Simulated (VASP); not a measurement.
# TePb (Fm-3m) in VASP: further runs, part 2 of 2

VASP 6.6.1. Earlier steps stand in the parts before.

### Step 3. Relaxation of cell and atoms, PBEsol

This run uses another cell than the first one, of 33.73 Å³/atom, 0.967 times its volume.

Contents of INCAR:

```
PREC = Accurate
ENCUT = 600
EDIFF = 1E-6
ISMEAR = 0
SIGMA = 0.03
LREAL = F
LASPH = T
NELM = 80
ALGO = Normal
ISIF = 3
LWAVE = F
LCHARG = F
GGA = PS
IBRION = 2
NSW = 90
EDIFFG = -0.01
```

Contents of KPOINTS:

```
regular mesh
0
Gamma
  8 8 8
```

Contents of POSCAR:

```
TePb
1.0
    0.0000000000      3.2310000000      3.2310000000
    3.2310000000      0.0000000000      3.2310000000
    3.2310000000      3.2310000000      0.0000000000
Te Pb
1 1
Direct
    0.5000000000      0.5000000000      0.5000000000
    0.0000000000      0.0000000000      0.0000000000
```

Potentials or basis: VASP PAW PBE potentials, release 64 (Te, Pb_d).

Command:

```bash
cat potpaw_PBE.64/Te/POTCAR potpaw_PBE.64/Pb_d/POTCAR > POTCAR
mpirun -np 1 vasp_std > vasp.out
```

OUTCAR:

```text
PREC = Accurate
   ENCUT = 600
   EDIFF = 1E-6
   ISMEAR = 0
   LREAL = F
   LASPH = T
   NELM = 80
   ISIF = 3
   GGA = PS
   IBRION = 2
   NSW = 90
   EDIFFG = -0.01

 ion  position               nearest neighbor table
   1  0.500  0.500  0.500-   2 3.23   2 3.23   2 3.23   2 3.23   2 3.23   2 3.23
   2  0.000  0.000  0.000-   1 3.23   1 3.23   1 3.23   1 3.23   1 3.23   1 3.23

  LATTYP: Found a face centered cubic cell.
 ALAT       =     6.4620000000

  Lattice vectors:

 A1 = (   0.0000000000,   3.2310000000,   3.2310000000)
 A2 = (   3.2310000000,   0.0000000000,   3.2310000000)
 A3 = (   3.2310000000,   3.2310000000,   0.0000000000)

Analysis of symmetry for initial positions (statically):
=====================================================================
 Subroutine PRICEL returns:
 Original cell was already a primitive cell.

 Routine SETGRP: Setting up the symmetry group for a
 face centered cubic supercell.

 Subroutine GETGRP returns: Found 48 space group operations
 (whereof 48 operations were pure point group operations)
 out of a pool of 48 trial point group operations.

The static configuration has the point symmetry O_h .

Analysis of symmetry for dynamics (positions and initial velocities):
=====================================================================
 Subroutine PRICEL returns:
 Original cell was already a primitive cell.

 Routine SETGRP: Setting up the symmetry group for a
 face centered cubic supercell.

 Subroutine GETGRP returns: Found 48 space group operations
 (whereof 48 operations were pure point group operations)
 out of a pool of 48 trial point group operations.

The dynamic configuration has the point symmetry O_h .

 Subroutine INISYM returns: Found 48 space group operations
 (whereof 48 operations are pure point group operations),
 and found     1 'primitive' translations

[... 131 lines left out ...]
 NGX is ok and might be reduce to    40
   NGX = 19   NGY = 19   NGZ = 19

--------------------------------------- Ionic step        1  -------------------------------------------

 number of electron      19.9999998 magnetization

 Free energy of the ion-electron system (eV)
  ---------------------------------------------------
  ext. energy  EPLUGINS =         0.00000000
  ---------------------------------------------------
  free energy    TOTEN  =        -8.25851127 eV

  energy without entropy =       -8.25851127  energy(sigma->0) =       -8.25851127

------------------------ aborting loop because EDIFF is reached ----------------------------------------

  FORCE on cell =-STRESS in cart. coord.  units (eV):
  Direction    XX          YY          ZZ          XY          YZ          ZX
  --------------------------------------------------------------------------------------
  -------------------------------------------------------------------------------------
  Total       -0.1639793     -0.1639793     -0.1639793      0.0000000      0.0000000     -0.0000000
  in kB       -3.8945639     -3.8945639     -3.8945639      0.0000000      0.0000000     -0.0000000
  external PRESSURE =      -3.8945639 kB  Pullay stress =       0.0000000 kB
[... 59 lines left out ...]
--------------------------------------- Ionic step        3  -------------------------------------------

 number of electron      19.9999998 magnetization

 Free energy of the ion-electron system (eV)
  ---------------------------------------------------
  ext. energy  EPLUGINS =         0.00000000
  ---------------------------------------------------
  free energy    TOTEN  =        -8.25920085 eV

  energy without entropy =       -8.25920085  energy(sigma->0) =       -8.25920085

 E-fermi :   5.7718     XC(G=0):  -9.5084

 val. band max:        5.5710570945   @ k =   0.5000   0.0000   0.0000
 cond. band min:       6.2214503994   @ k =   0.5000   0.0000   0.0000
 fundamental gap:      0.6503933049
 Fermi energy:         5.7718287958

 k-point     1 :       0.0000    0.0000    0.0000
  band No.  band energies     occupation
      1     -11.0729      2.00000
      2     -11.0729      2.00000
      3     -11.0613      2.00000
      4     -11.0613      2.00000
      5     -11.0613      2.00000
      6      -6.5346      2.00000
      7      -0.0230      2.00000
      8       4.2043      2.00000
      9       4.2043      2.00000
     10       4.2043      2.00000
     11       9.6369      0.00000
     12       9.6369      0.00000
     13       9.6369      0.00000
     14      11.3086      0.00000
[... 377 lines left out ...]
      1     -11.1040      2.00000
      2     -11.0812      2.00000
      3     -11.0550      2.00000
      4     -11.0489      2.00000
      5     -11.0402      2.00000
      6      -4.8725      2.00000
      7      -2.8113      2.00000
      8       2.7374      2.00000
      9       2.9515      2.00000
     10       5.1056      2.00000
     11       6.8493      0.00000
     12       9.1222      0.00000
     13       9.5986      0.00000
     14      12.3227      0.00000

 [... further k-points ...]
[... 5 lines left out ...]
  --------------------------------------------------------------------------------------
  -------------------------------------------------------------------------------------
  Total       -0.0024282     -0.0024282     -0.0024282      0.0000000      0.0000000      0.0000000
  in kB       -0.0581636     -0.0581636     -0.0581636      0.0000000      0.0000000      0.0000000
  external PRESSURE =      -0.0581636 kB  Pullay stress =       0.0000000 kB
[... 17 lines left out ...]
  FREE ENERGIE OF THE ION-ELECTRON SYSTEM (eV)
  ---------------------------------------------------
  free  energy   TOTEN  =        -8.2592008481 eV

  energy  without entropy=       -8.2592008481  energy(sigma->0) =       -8.25920085

 reached required accuracy - stopping structural energy minimisation
```

OSZICAR:

```text
N       E                     dE             d eps       ncg     rms          rms(c)
DAV:   1     0.154614395794E+03    0.15461E+03   -0.99535E+03   818   0.152E+03
DAV:   2     0.304609746509E+01   -0.15157E+03   -0.14846E+03   860   0.351E+02
DAV:   3    -0.808458250626E+01   -0.11131E+02   -0.10850E+02  1094   0.991E+01
DAV:   4    -0.837054251114E+01   -0.28596E+00   -0.28588E+00   956   0.184E+01
[... 19 lines left out ...]
DAV:   2    -0.825951354675E+01    0.17694E-02   -0.36493E-03   992   0.112E+00    0.897E-02
DAV:   3    -0.825920321154E+01    0.31034E-03   -0.13392E-03  1016   0.621E-01    0.176E-02
DAV:   4    -0.825920291813E+01    0.29341E-06   -0.22270E-05   836   0.508E-02    0.141E-02
DAV:   5    -0.825920103826E+01    0.18799E-05   -0.56948E-06   930   0.251E-02    0.409E-03
DAV:   6    -0.825920084809E+01    0.19018E-06   -0.48733E-07   424   0.129E-02
   3 F= -.82592008E+01 E0= -.82592008E+01  d E =-.689581E-03
```

CONTCAR:

```text
TePb
   1.00000000000000
     0.0000000000000000    3.2218515829532111    3.2218515829532111
     3.2218515829532111    0.0000000000000000    3.2218515829532111
     3.2218515829532111    3.2218515829532111   -0.0000000000000000
  Te              Pb
     1     1
Direct
     0.5000000000000000    0.5000000000000000    0.5000000000000000
     0.0000000000000000    0.0000000000000000    0.0000000000000000

  0.00000000E+00  0.00000000E+00  0.00000000E+00
  0.00000000E+00  0.00000000E+00  0.00000000E+00
```

It took 29 s on 1 thread of Intel Xeon 6975P-C (Granite Rapids), shared host; peak memory 0.25 GiB.

Results:

- Free energy: -8.2592 eV
- Relaxed volume: 33.44 Å³/atom
- Relaxed cell: a = 4.556 Å, b = 4.556 Å, c = 4.556 Å, α = 60.00°, β = 60.00°, γ = 60.00°
- Space group after relaxing (to 0.05 Å): Fm-3m (No. 225)
- Energy gained by relaxing: 0.3 meV/atom
- Ionic steps: 3
- Pressure after relaxing: 0.0 GPa
- Band gap on the k mesh: 0.65 eV, direct

The path:
| step | energy change (eV) | largest force (eV/Å) | pressure (GPa) | volume (Å³) |
| --- | --- | --- | --- | --- |
| 1 | 0.0000 | 0.0000 | -0.39 | 67.46 |
| 2 | -0.0006 | 0.0000 | 0.16 | 66.66 |
| 3 | -0.0007 | 0.0000 | -0.01 | 66.89 |

Final structure:
```xyz
2
Lattice="0.0000 3.2219 3.2219 3.2219 0.0000 3.2219 3.2219 3.2219 0.0000" Properties=species:S:1:pos:R:3 pbc="T T T"
Te    3.2219    3.2219    3.2219
Pb    0.0000    0.0000    0.0000
```

Levels at points of the mesh, in eV from the valence-band top:
| k point | band 6 | band 7 | band 8 | band 9 | band 10 | band 11 | band 12 | band 13 | band 14 |
| --- | --- | --- | --- | --- | --- | --- | --- | --- | --- |
| (0.00, 0.00, 0.00) | -12.11 | -5.59 | -1.37 | -1.37 | -1.37 | 4.07 | 4.07 | 4.07 | 5.74 |
| (0.50, 0.00, 0.00) | -10.64 | -8.65 | -0.90 | -0.90 | 0.00 | 0.65 | 1.22 | 1.22 | 8.30 |
| (0.50, 0.50, 0.00) | -10.38 | -7.32 | -4.59 | -2.85 | -2.85 | 3.17 | 5.49 | 5.49 | 6.73 |

Caveat: the PAW data sets were made with another functional, which shifts forces and pressure a little; spin-orbit coupling is left out, which as a rule narrows the gap of such compounds by several tenths of an eV.

### Step 4. Relaxation of cell and atoms, PBEsol

This run uses another cell than the first one, of 33.44 Å³/atom, 0.959 times its volume.

INCAR, as its differences from that of step 3:

```diff
@@ -2,3 +2,3 @@
 ENCUT = 600
-EDIFF = 1E-6
+EDIFF = 1E-7
 ISMEAR = 0
@@ -15,2 +15,2 @@
 NSW = 90
-EDIFFG = -0.01
+EDIFFG = -0.005
```

KPOINTS is that of step 3.

Contents of POSCAR:

```
TePb                                    
1.0
    0.0000000000      3.2218515830      3.2218515830
    3.2218515830      0.0000000000      3.2218515830
    3.2218515830      3.2218515830     -0.0000000000
  Te              Pb            
     1     1
Direct
     0.5000000000000000    0.5000000000000000    0.5000000000000000
     0.0000000000000000    0.0000000000000000    0.0000000000000000
```

Command:

```bash
cat potpaw_PBE.64/Te/POTCAR potpaw_PBE.64/Pb_d/POTCAR > POTCAR
mpirun -np 1 vasp_std > vasp.out
```

It took 12 s on 1 thread of Intel Xeon 6975P-C (Granite Rapids), shared host; peak memory 0.22 GiB.

The run converged. Its results:

| Property | Result |
| --- | --- |
| Free energy | -8.2592 eV |
| Pressure after relaxing | 0.0 GPa |
| Band gap on the k mesh | 0.65 eV, direct |

Final structure:
```
Te Pb
1.0
     0.00000    3.22185    3.22185
     3.22185    0.00000    3.22185
     3.22185    3.22185    0.00000
Te Pb
1 1
Direct
  0.50000 0.50000 0.50000
  0.00000 0.00000 0.00000
```

Levels at points of the mesh, in eV from the valence-band top:
```
           k point  band 7  band 8  band 9  band 10  band 11  band 12  band 13  band 14
(0.00, 0.00, 0.00)   -5.59   -1.37   -1.37    -1.37     4.07     4.07     4.07     5.74
(0.50, 0.00, 0.00)   -8.65   -0.90   -0.90     0.00     0.65     1.22     1.22     8.30
(0.50, 0.50, 0.00)   -7.32   -4.59   -2.85    -2.85     3.17     5.49     5.49     6.73
```

Caveat: the relaxation stopped at its first step, so nothing moved; the PAW data sets were made with another functional, which shifts forces and pressure a little; spin-orbit coupling is left out, which as a rule narrows the gap of such compounds by several tenths of an eV. A k mesh can miss the band edges.
